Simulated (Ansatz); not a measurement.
Three zincblende compounds, relaxed with r2SCAN in Ansatz 0.2.0. Calculated for a static, non-magnetic cell.

| compound | a (Å) |
| --- | --- |
| HgS | 5.930 |
| HgSe | 6.185 |
| GaSb | 6.132 |

(1) What is the misfit strain of a coherent HgS film on GaSb?

(2) By Vegard's law, which share x of HgSe in (HgS)₁₋ₓ(HgSe)ₓ matches the substrate?

Results:

(1) ε∥ = (a_sub − a_film)/a_film = (6.132 − 5.930)/5.930 = +3.41 %: the film is in tension in the plane. At this size it stays coherent only while very thin.

(2) (1 − x) × 5.930 + x × 6.185 = 6.132 gives x = (6.132 − 5.930)/(6.185 − 5.930) = 0.792.
